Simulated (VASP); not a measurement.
# Si (Fd-3m) in VASP: notebook

One crystal, Si, is run at these levels: PBE; tasks: single point.

All numbers are computed with VASP 6.6.1; they aren't measurements. Logs are shortened: lines on timing, memory, paths and dates and some standing lists are left out, and cuts for length are marked.

## Step 1: The undisturbed crystal

The structure is cubic, space group Fd-3m (No. 227). The conventional cell has a = 5.444 Å, b = 5.444 Å, c = 5.444 Å, α = 90.00°, β = 90.00°, γ = 90.00°. Si (site symmetry -43m) has 4 Si at 2.36 Å as nearest neighbours.

## Step 2: Single point, PBE (grid = ENCUT=300 dk=0.45 cell=3x3x2 ISMEAR=0 SIGMA=0.05 LREAL=Auto EDIFF=1e-06)

Input file INCAR:

```
SYSTEM = Si
  PREC = Accurate
  ENCUT = 300
  EDIFF = 1E-6
  ISMEAR = 0
  SIGMA = 0.05
  LREAL = Auto
  LASPH = .True.
  NELM = 120
  ALGO = Fast
  ISIF = 2
  LWAVE = .False.
  LCHARG = .False.
  GGA = PE
  NBANDS = 84
  NCORE = 1
  KPAR = 2
```

Input file KPOINTS:

```
regular mesh
0
Gamma
  2 2 3
  0 0 0
```

Input file POSCAR:

```
Si
1.0
    0.0000000000      8.1655535595      8.1655535595
    8.1655535595      0.0000000000      8.1655535595
    5.4437023730      5.4437023730      0.0000000000
Si
36
Direct
    0.1666666667      0.1666666667      0.2500000000
    0.1666666667      0.1666666667      0.7500000000
    0.1666666667      0.5000000000      0.2500000000
    0.1666666667      0.5000000000      0.7500000000
    0.1666666667      0.8333333333      0.2500000000
    0.1666666667      0.8333333333      0.7500000000
    0.5000000000      0.1666666667      0.2500000000
    0.5000000000      0.1666666667      0.7500000000
    0.5000000000      0.5000000000      0.2500000000
    0.5000000000      0.5000000000      0.7500000000
    0.5000000000      0.8333333333      0.2500000000
    0.5000000000      0.8333333333      0.7500000000
    0.8333333333      0.1666666667      0.2500000000
    0.8333333333      0.1666666667      0.7500000000
    0.8333333333      0.5000000000      0.2500000000
    0.8333333333      0.5000000000      0.7500000000
    0.8333333333      0.8333333333      0.2500000000
    0.8333333333      0.8333333333      0.7500000000
    0.2500000000      0.2500000000      0.3750000000
    0.2500000000      0.2500000000      0.8750000000
    0.2500000000      0.5833333333      0.3750000000
    0.2500000000      0.5833333333      0.8750000000
    0.2500000000      0.9166666667      0.3750000000
    0.2500000000      0.9166666667      0.8750000000
    0.5833333333      0.2500000000      0.3750000000
    0.5833333333      0.2500000000      0.8750000000
    0.5833333333      0.5833333333      0.3750000000
    0.5833333333      0.5833333333      0.8750000000
    0.5833333333      0.9166666667      0.3750000000
    0.5833333333      0.9166666667      0.8750000000
    0.9166666667      0.2500000000      0.3750000000
    0.9166666667      0.2500000000      0.8750000000
    0.9166666667      0.5833333333      0.3750000000
    0.9166666667      0.5833333333      0.8750000000
    0.9166666667      0.9166666667      0.3750000000
    0.9166666667      0.9166666667      0.8750000000
```

Potentials or basis: VASP PAW PBE potentials, release 64 (Si).

On the command line:

```
$ cat potpaw_PBE.64/Si/POTCAR > POTCAR
$ mpirun -np 4 vasp_std > vasp.out
```

OUTCAR:

```text
SYSTEM = Si
   PREC = Accurate
   ENCUT = 300
   EDIFF = 1E-6
   ISMEAR = 0
   LREAL = Auto
   LASPH = .True.
   NELM = 120
   ISIF = 2
   GGA = PE

 Found      6 irreducible k-points:

 Following reciprocal coordinates:
            Coordinates               Weight
  0.000000  0.000000  0.000000      1.000000
  0.500000  0.000000  0.000000      2.000000
  0.500000  0.500000  0.000000      1.000000
  0.000000  0.000000  0.333333      2.000000
  0.500000  0.000000  0.333333      4.000000
  0.500000  0.500000  0.333333      2.000000
   k-points           NKPTS =      6   k-points in BZ     NKDIM =      6   number of bands    NBANDS=     84
   number of dos      NEDOS =    301   number of ions     NIONS =     36
   total plane-waves  NPLWV = 235200
   dimension x,y,z NGX =    70 NGY =   70 NGZ =   48
   dimension x,y,z NGXF=   140 NGYF=  140 NGZF=   96
   ions per type =              36
   NGX,Y,Z   is equivalent  to a cutoff of  10.08, 10.08, 10.37 a.u.
   NGXF,Y,Z  is equivalent  to a cutoff of  20.15, 20.15, 20.73 a.u.
 SYSTEM =  Si
   PREC   = accura    normal or accurate (medium, high low for compatibility)
   ISTART =      0    job   : 0-new  1-cont  2-samecut
   ICHARG =      2    charge: 1-file 2-atom 10-const
   ISPIN  =      1    spin polarized calculation?
   LNONCOLLINEAR =      F non collinear calculations
   LSORBIT =      F    spin-orbit coupling
   LASPH  =      T    aspherical Exc in radial PAW
   ENCUT  =  300.0 eV  22.05 Ry    4.70 a.u.  16.31 16.31 10.87*2*pi/ulx,y,z
   NELM   =    120;   NELMIN=  2; NELMDL= -5     # of ELM steps
   EDIFF  = 0.1E-05   stopping-criterion for ELM
   LREAL  =      T    real-space projection
   EDIFFG = 0.1E-04   stopping-criterion for IOM
   NSW    =      0    number of steps for IOM
   IBRION =     -1    ionic relax: 0-MD 1-quasi-New 2-CG
   NFREE  =      0    steps in history (QN), initial steepest desc. (CG)
   ISIF   =      2    stress and relaxation
   ISYM   =      2    0-nonsym 1-usesym 2-fastsym
   POTIM  = 0.5000    time-step for ionic-motion
   TEBEG  =    0.0;   TEEND  =   0.0 temperature during run
   PSTRESS=    0.0 pullay stress
   NELECT =     144.0000    total number of electrons
   NUPDOWN=      -1.0000    fix difference up-down
   EMIN   =  10.00;   EMAX   =-10.00  energy-range for DOS
   EFERMI =   0.00;   METHOD = LEGACY
   ISMEAR =     0;   SIGMA  =   0.05  broadening in eV -4-tet -1-fermi 0-gaus
   EFERMI_NEDOS =   21; number of points for ismear=-14 and -15
   IALGO  =     68    algorithm
   IMIX   =      4    mixing-type and parameters
     AMIX     =   0.40;   BMIX     =  1.00
     AMIX_MAG =   1.60;   BMIX_MAG =  1.00
  volume/ion in A,a.u.               =      20.16       136.08
  Fermi-wavevector in a.u.,A,eV,Ry     =   0.954766  1.804247 12.402783  0.911579
  Thomas-Fermi vector in A             =   2.083543
   LORBIT       =      0    0 simple, 1 ext, 2 COOP (PROOUT), +10 PAW based schemes
   GGA     = PE    functional components
   LHFCALC =     F    Hartree Fock is set to
   AEXX    =    0.0000 exact exchange contribution
   IVDW    =     0    specifies the selected vdW correction
   LEPSILON=     F    determine dielectric tensor
   LRPA    =     F    only Hartree local field effects (RPA)
 non-spin polarized calculation
 RMM-DIIS sequential band-by-band and
 Gauss-broadening in eV      SIGMA  =   0.05
  energy-cutoff  :      300.00
  volume of cell :      725.93
 maximum number of plane-waves:      8635
 NGX is ok and might be reduce to    70
   NGX = 33   NGY = 33   NGZ = 21

 number of electron     143.9999994 magnetization

 Free energy of the ion-electron system (eV)
  ---------------------------------------------------
  ext. energy  EPLUGINS =         0.00000000
  ---------------------------------------------------
  free energy    TOTEN  =      -194.73331061 eV

  energy without entropy =     -194.73331061  energy(sigma->0) =     -194.73331061

 E-fermi :   5.9936     XC(G=0):  -9.3762

 val. band max:        5.7630615055   @ k =   0.0000   0.0000   0.0000
 cond. band min:       6.4881503064   @ k =   0.5000   0.0000   0.0000
 fundamental gap:      0.7250888009
 Fermi energy:         5.9936370419

 k-point     1 :       0.0000    0.0000    0.0000
  band No.  band energies     occupation
      1      -6.1483      2.00000
      2      -4.7802      2.00000
      3      -4.7802      2.00000
      4      -4.7802      2.00000
      5      -4.7802      2.00000
      6      -4.2552      2.00000
[... 76 lines left out ...]
     83       7.5051      0.00000
     84       7.5055      0.00000

 k-point     2 :       0.5000    0.0000    0.0000
  band No.  band energies     occupation
      1      -5.7891      2.00000
      2      -5.7891      2.00000
      3      -4.8566      2.00000
      4      -4.8566      2.00000
      5      -4.0562      2.00000
      6      -4.0562      2.00000
[... 76 lines left out ...]
     83       7.8128      0.00000
     84       8.1185      0.00000

 k-point     3 :       0.5000    0.5000    0.0000
  band No.  band energies     occupation
      1      -5.6669      2.00000
      2      -5.6669      2.00000
      3      -5.2044      2.00000
      4      -5.2044      2.00000
      5      -4.0562      2.00000
      6      -4.0562      2.00000
[... 76 lines left out ...]
     83       7.8078      0.00000
     84       7.8148      0.00000

 k-point     4 :       0.0000    0.0000    0.3333
  band No.  band energies     occupation
      1      -5.7891      2.00000
      2      -4.8566      2.00000
      3      -4.8566      2.00000
      4      -4.8566      2.00000
      5      -4.7802      2.00000
      6      -4.7802      2.00000
[... 76 lines left out ...]
     83       7.7345      0.00000
     84       7.7478      0.00000

 k-point     5 :       0.5000    0.0000    0.3333
  band No.  band energies     occupation
      1      -5.6669      2.00000
      2      -5.2044      2.00000
      3      -5.2044      2.00000
      4      -4.8566      2.00000
      5      -4.8566      2.00000
      6      -4.0562      2.00000
[... 76 lines left out ...]
     83       8.5705      0.00000
     84       8.6068      0.00000

 k-point     6 :       0.5000    0.5000    0.3333
  band No.  band energies     occupation
      1      -5.7891      2.00000
      2      -5.2044      2.00000
      3      -4.8566      2.00000
      4      -4.8566      2.00000
      5      -4.8566      2.00000
      6      -4.0562      2.00000
[... 76 lines left out ...]
     83       8.5570      0.00000
     84       8.5862      0.00000

------------------------ aborting loop because EDIFF is reached ----------------------------------------

  FORCE on cell =-STRESS in cart. coord.  units (eV):
  Direction    XX          YY          ZZ          XY          YZ          ZX
  --------------------------------------------------------------------------------------
  -------------------------------------------------------------------------------------
  Total        5.4525469      5.4525469      5.4519441     -0.0211056      0.0236486      0.0236486
  in kB       12.0341206     12.0341206     12.0327902     -0.0465814      0.0521939      0.0521940
  external PRESSURE =      12.0336771 kB  Pullay stress =       0.0000000 kB

 VOLUME and BASIS-vectors are now :
 -----------------------------------------------------------------------------
  energy-cutoff  :      300.00
  volume of cell :      725.93
      direct lattice vectors                 reciprocal lattice vectors
     0.000000000  8.165553559  8.165553559    -0.061232836  0.061232836  0.061232836
     8.165553559  0.000000000  8.165553559     0.061232836 -0.061232836  0.061232836
     5.443702373  5.443702373  0.000000000     0.091849254  0.091849254 -0.091849254

 POSITION                                       TOTAL-FORCE (eV/Angst)
 -----------------------------------------------------------------------------------
      2.72185      2.72185      2.72185        -0.000387     -0.000387      0.000347
      5.44370      5.44370      2.72185        -0.000387     -0.000387      0.000347
      5.44370      2.72185      5.44370        -0.000387     -0.000387      0.000347
      8.16555      5.44370      5.44370        -0.000387     -0.000387      0.000347
      8.16555      2.72185      8.16555        -0.000387     -0.000387      0.000347
     10.88740      5.44370      8.16555        -0.000387     -0.000387      0.000347
[... 28 lines left out ...]
      9.52648      9.52648     14.97018         0.000387      0.000387     -0.000347
     12.24833     12.24833     14.97018         0.000387      0.000387     -0.000347
 -----------------------------------------------------------------------------------
    total drift:                                0.000000      0.000000      0.000001

  FREE ENERGIE OF THE ION-ELECTRON SYSTEM (eV)
  ---------------------------------------------------
  free  energy   TOTEN  =      -194.7333106094 eV

  energy  without entropy=     -194.7333106094  energy(sigma->0) =     -194.73331061
```

Run time: 87 s. Hardware: 4 MPI ranks of Intel Xeon Platinum 8488C (Sapphire Rapids), shared host; peak memory 0.37 GiB.

The run converged, but some of its settings lie outside the range that counts as converged, so its numbers aren't taken as properties of the crystal.

What came out:

| Item | Value |
| --- | --- |
| Free energy | -194.7333 eV |
| Pressure | 1.2 GPa |
| Band gap on the k mesh | 0.73 eV |

Caveat: the cutoff is under 1.25 times the usual one of these potentials, so pressure, stress and relaxed cells hold a basis-set (Pulay) error; an odd mesh through Γ misses points on the zone boundary, where band edges often lie.

## Step 3: Single point, PBE (grid = ENCUT=350 dk=0.45 cell=3x3x2 ISMEAR=0 SIGMA=0.05 LREAL=False EDIFF=1e-06)

Changes to INCAR since step 2:

```diff
@@ -2,3 +2,3 @@
   PREC = Accurate
-  ENCUT = 300
+  ENCUT = 350
   EDIFF = 1E-6
@@ -6,3 +6,3 @@
   SIGMA = 0.05
-  LREAL = Auto
+  LREAL = .False.
   LASPH = .True.
```

KPOINTS is that of step 2.

POSCAR is that of step 2.

Potentials or basis: VASP PAW PBE potentials, release 64 (Si).

On the command line:

```
$ cat potpaw_PBE.64/Si/POTCAR > POTCAR
$ mpirun -np 4 vasp_std > vasp.out
```

Run time: 99 s. Hardware: 4 MPI ranks of Intel Xeon Platinum 8488C (Sapphire Rapids), shared host; peak memory 0.39 GiB.

The run converged, but some of its settings lie outside the range that counts as converged, so its numbers aren't taken as properties of the crystal.

Results:

```
Free energy            : -194.7938 eV
Pressure               : 1.3 GPa
Band gap on the k mesh : 0.72 eV
```

Caveat: an odd mesh through Γ misses points on the zone boundary, where band edges often lie.

## Step 4: Single point, PBE (grid = ENCUT=350 dk=0.45 cell=3x3x2 ISMEAR=0 SIGMA=0.02 LREAL=Auto EDIFF=1e-06)

Changes to INCAR since step 3:

```diff
@@ -5,4 +5,4 @@
   ISMEAR = 0
-  SIGMA = 0.05
-  LREAL = .False.
+  SIGMA = 0.02
+  LREAL = Auto
   LASPH = .True.
```

KPOINTS is that of step 3.

POSCAR is that of step 3.

On the command line:

```
$ cat potpaw_PBE.64/Si/POTCAR > POTCAR
$ mpirun -np 4 vasp_std > vasp.out
```

Run time: 89 s. Hardware: 4 MPI ranks of Intel Xeon Platinum 8488C (Sapphire Rapids), shared host; peak memory 0.38 GiB.

These settings aren't checked as converged: the numbers below hold their error.

Results:

```
Free energy            : -194.8049 eV
Pressure               : 1.3 GPa
Band gap on the k mesh : 0.72 eV
```

Caveat: an odd mesh through Γ misses points on the zone boundary, where band edges often lie.

## Step 5: Single point, PBE (grid = ENCUT=400 dk=0.45 cell=3x3x2 ISMEAR=0 SIGMA=0.05 LREAL=Auto EDIFF=1e-06)

Changes to INCAR since step 4:

```diff
@@ -2,6 +2,6 @@
   PREC = Accurate
-  ENCUT = 350
+  ENCUT = 400
   EDIFF = 1E-6
   ISMEAR = 0
-  SIGMA = 0.02
+  SIGMA = 0.05
   LREAL = Auto
```

KPOINTS is that of step 4.

POSCAR is that of step 4.

On the command line:

```
$ cat potpaw_PBE.64/Si/POTCAR > POTCAR
$ mpirun -np 4 vasp_std > vasp.out
```

Wall time 2.4 min (4 MPI ranks of Intel Xeon Platinum 8488C (Sapphire Rapids), shared host); peak memory 0.48 GiB.

These settings aren't checked as converged: the numbers below hold their error.

What came out:

- Free energy: -194.8447 eV
- Pressure: 1.3 GPa
- Band gap on the k mesh: 0.72 eV

Caveat: an odd mesh through Γ misses points on the zone boundary, where band edges often lie.

## Step 6: For comparison

An earlier run on the cell as given: functional PBE; potentials or basis VASP PAW PBE potentials, release 64 (Si); cutoff 520 eV; k mesh 8 × 8 × 8; occupations fermi-dirac, width 0.05 eV; no spin polarisation.

- Pressure: 1.3 GPa
- Band gap on the k mesh: 0.63 eV, indirect (least direct gap 2.56 eV)
